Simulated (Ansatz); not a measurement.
# Ta: energy and pressure over a range of volumes, part 2 of 2

How stiff is Ta, and at what volume does the pressure vanish? The cell is scaled evenly, atoms carried along, and solved with LAPW, PAW and all-electron datasets made for the crystal.

Ansatz 0.2.0; DFT PBEsol; a database cell (COD). «Crystal datasets» are all-electron PAW datasets made for this crystal.

### Step 10. Volume × 1.06, PAW

This is Ta in the fcc structure; at room conditions it is bcc.

The input, input.yaml:

```yaml
crystal:
  lattice:
    - [0.0, 2.1513830553, 2.1513830553]
    - [2.1513830553, 0.0, 2.1513830553]
    - [2.1513830553, 2.1513830553, 0.0]
  atoms:
    - { symbol: Ta, position: [0.0, 0.0, 0.0] }
kpoints:
  mp_grid: { grid: [15, 15, 15] }
scf:
  occupations: { method: fermi_dirac, width: 0.08 }
hamiltonian:
  xc: pbesol
  pseudopotentials: { kind: paw }
output:
  forces: true
  stress: true
  eigenvalues: true
  efg: { contact_densities: true }
```

Launch:

```
> ansatz run input.yaml --threads 1 --pin off --max-ram 3072MiB --backend cpu --events-out ev --progress --plain --runs-dir out
```

Standard output, cut to the lines that bear on the results:

```text
Ta: output.efg is read without spin–orbit coupling, which moves field gradients at and beside such atoms by some per cent and up to a factor of two; PAW files take it under magnetization.noncollinear and magnetization.spin_orbit
[...]
Pseudopotentials: kind: paw
Pseudopotential: Ta, paw, valence charge 13, recommended cutoff 420 eV (normal)
Functional definition: PBEsol
[...]
Crystal: 1 atoms, lattice volume = 19.915 Å³
Basis set: ecut = 420 eV, 387 PW (Γ), exchange–correlation on 48×48×48 points (8 copies of the dense FFT grid, shifted against one another)
Bands: 11, of which v1, the nominal top of the filled ones, is band 7 counted from 1 (6 counted from 0)
Symmetry: 48 space group operations
Space group: Fm-3m (ITA 225), of the structure as read, at distance tolerance 2.7e-5 Å
k-points: 120 of 3375
[...]
SCF converged after 6 iterations
Free energy (F): -9806.157653 eV
[...]
E sigma→0 (E₀):  -9806.142780 eV
Entropy (-TS):   -0.029746 eV (-29.746 meV/atom)
Fermi energy:    16.781015 eV
[...]
--- Forces (eV/Å), atoms counted from 1 ---
  atom   1  Ta    -0.00000000    -0.00000000     0.00000000
[...]
--- Stress (GPa, compression-positive) ---
      -15.152855       0.000000      -0.000000
        0.000000     -15.152855      -0.000000
       -0.000000       0.000000     -15.152855
  P = ⅓ Tr σ = -15.1529 GPa (-151.529 kbar)
--- PAW observables at the nuclei: V_zz in 10²¹ V/m², potentials from the cell's mean, atoms counted from 1 ---
  atom   1  Ta V_zz =    -0.000000   η = 0.0000   by run symmetry: forbidden
            electrostatic potential = -14498.532219 V   contact ρ = 8144250.050793 e/Å³
--- Band table (eV; the first three rows and the last of 120) ---
  k-point 0: bands = ["-50.9094", "-16.9629", "-16.9629", "-16.9629", "8.9188", "17.2378", "17.2378", "17.2378", "19.9923", "19.9923", "28.8314"]
[...]
```

Run time: 2.8 s. Hardware: 1 thread of Intel Xeon Platinum 8375C at 2.90GHz (Ice Lake), shared host; peak memory 0.39 GiB.

In short: pressure -15.15 GPa; no gap.

### Step 11. Volume × 1.06, crystal datasets

input.yaml: that of step 10 with these lines changed.

```diff
@@ -13,3 +13,3 @@
   xc: pbesol
-  pseudopotentials: { kind: paw }
+  pseudopotentials: { kind: all_electron, datasets: crystal }
 output:
```

Launch:

```
> ansatz run input.yaml --threads 1 --pin off --max-ram 3072MiB --backend cpu --events-out ev --progress --plain --runs-dir out
```

Standard output, cut to the lines that bear on the results:

```text
[...]
Ta: output.efg is read without spin–orbit coupling, which moves field gradients at and beside such atoms by some per cent and up to a factor of two; PAW files take it under magnetization.noncollinear and magnetization.spin_orbit
[...]
Pseudopotentials: kind: all_electron
Pseudopotential: Ta, paw, valence charge 27, recommended cutoff 240 eV (normal), Koelling and Harmon's equation, gaussian nucleus
Functional definition: PBEsol
[...]
Crystal: 1 atoms, lattice volume = 19.915 Å³
Basis set: ecut = 240 eV, 169 PW (Γ), exchange–correlation on 32×32×32 points (8 copies of the dense FFT grid, shifted against one another)
Bands: 11, of which v1, the nominal top of the filled ones, is band 7 counted from 1 (6 counted from 0)
Symmetry: 48 space group operations
Space group: Fm-3m (ITA 225), of the structure as read, at distance tolerance 2.7e-5 Å
k-points: 120 of 3375
[...]
Fermi energy:    22.358556 eV
[...]
  The terms above E_closure are by the made datasets' own strengths, without shells solved beside the bands.
--- Forces (eV/Å), atoms counted from 1 ---
  atom   1  Ta    -0.00000000     0.00000000    -0.00000000
[...]
--- Stress (GPa, compression-positive) ---
      -15.072278       0.000000      -0.000000
       -0.000000     -15.072278       0.000000
        0.000000       0.000000     -15.072278
  P = ⅓ Tr σ = -15.0723 GPa (-150.723 kbar)
  It holds what live shells' own plane waves past their cutoff add
--- PAW observables at the nuclei: V_zz in 10²¹ V/m², potentials from the cell's mean, atoms counted from 1 ---
  atom   1  Ta V_zz =    -0.000000   η = 0.0000   by run symmetry: forbidden
            electrostatic potential = -14495.828994 V   contact ρ = 8140270.975699 e/Å³
--- Band table (eV; the first three rows and the last of 120) ---
  k-point 0: bands = ["-45.3256", "-11.3849", "-11.3849", "-11.3849", "14.4932", "22.8129", "22.8129", "22.8129", "25.5682"]
[...]
```

It took 10 s on 1 thread of Intel Xeon Platinum 8375C at 2.90GHz (Ice Lake), shared host; peak memory 0.51 GiB.

In short: pressure -15.07 GPa; no gap.

### Step 12. All volumes together

The rows at scale 1 come from earlier runs of the unscaled cell with the same settings.

```
          method  volume (Å³/atom)  F above the lowest (meV/atom)  pressure (GPa)
            LAPW            17.670                            9.3            6.39
            LAPW            18.412                            0.0           -2.11
            LAPW            18.788                            9.4           -5.83
            LAPW            19.164                           27.1           -9.21
            LAPW            19.915                           84.5          -15.07
             PAW            17.670                            9.6            6.51
             PAW            18.412                            0.0           -2.08
             PAW            18.788                            9.4           -5.84
             PAW            19.164                           27.1           -9.25
             PAW            19.915                           84.8          -15.15
crystal datasets            17.670                              –            6.40
crystal datasets            18.788                              –           -5.83
crystal datasets            19.915                              –          -15.07
```

### Step 13. Summary of results

This closing draws on all 2 parts.

```
                      quantity           value
     equilibrium volume (LAPW)  18.214 Å³/atom
           bulk modulus (LAPW)         199 GPa
its pressure derivative (LAPW)             3.7
      equilibrium volume (PAW)  18.219 Å³/atom
            bulk modulus (PAW)         201 GPa
 its pressure derivative (PAW)             3.7
```

**Reading.** A third-order Birch-Murnaghan fit to the LAPW pressures puts zero pressure at 18.21 Å³/atom, -3.1 % from the given cell, with a bulk modulus of 199 GPa. PAW's volume lies +0.02 % and its modulus +0.9 % from LAPW's. No thermal or zero-point expansion is included. Spin-orbit coupling is left out, though the cell holds Ta; in elements this heavy it can shift bands and gaps by tenths of an eV.
